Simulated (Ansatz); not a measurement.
Zincblende CdSe, relaxed with r2SCAN in Ansatz 0.2.0: the symmetry is F-43m (No. 216, cubic); conventional cell a = 6.136 Å, 28.87 Å³ an atom. Cd is surrounded by 4 Se at 2.66 Å; Se is surrounded by 4 Cd at 2.66 Å. It was then strained (isotropic on every length). Unstrained, HSE06 gives 1.483 eV (Γ, 6×6×6 mesh), and the band edges keep their places in every row. Stress is positive in compression. The values are computed, spin-unpolarised, and not measurements.

```
strain (%)  ln(V/V₀)  ΔE_g, HSE06 (eV)  Δpressure, r2SCAN (GPa)
      -3.0   -0.0914            +0.219                    +5.78
      -2.0   -0.0606            +0.147                    +3.57
      -0.5   -0.0150            +0.037                    +0.80
      +1.0   +0.0299            -0.074                    -1.43
      +3.0   +0.0887            -0.222                    -3.72
      +4.0   +0.1177            -0.296                    -4.61
```

**Fit ΔE_g = a x + b x² to these rows by least squares, with x = ln(V/V₀).** The normal equations take Σx² = 3.487e-02, Σx³ = 1.366e-03, Σx⁴ = 3.379e-04, ΣxΔE = -8.622e-02 and Σx²ΔE = -3.536e-03, and give a = -2.45 eV, b = -0.6 eV; the largest residual is 0.001 eV. a is the volume deformation potential of this gap.

**Fit the change of pressure in the same way.** Δpressure = -52.4 x + (115) x² GPa. So B₀ = 52.4 GPa and B′ ≈ 2 × 115/52.4 = 4.4; two terms over so wide a range bias B₀ by a few per cent and B′ by more; the gap's pressure coefficient at zero is −a/B₀ = +47 meV/GPa, with HSE06's a and r2SCAN's B₀.

**Predict the withheld row at -0.77 % (x = -0.0232).** ΔE_g ≈ -2.45 × (-0.0232) + (-0.6) × (-0.0232)² = +0.057 eV, and Δpressure ≈ +1.28 GPa. The runs give +0.057 eV and +1.26 GPa, off by 0.000 eV and -0.02 GPa.

The runs are scalar-relativistic, without spin-orbit coupling.

The meshes of the hybrids are coarse, so their gaps aren't converged to the digits shown.
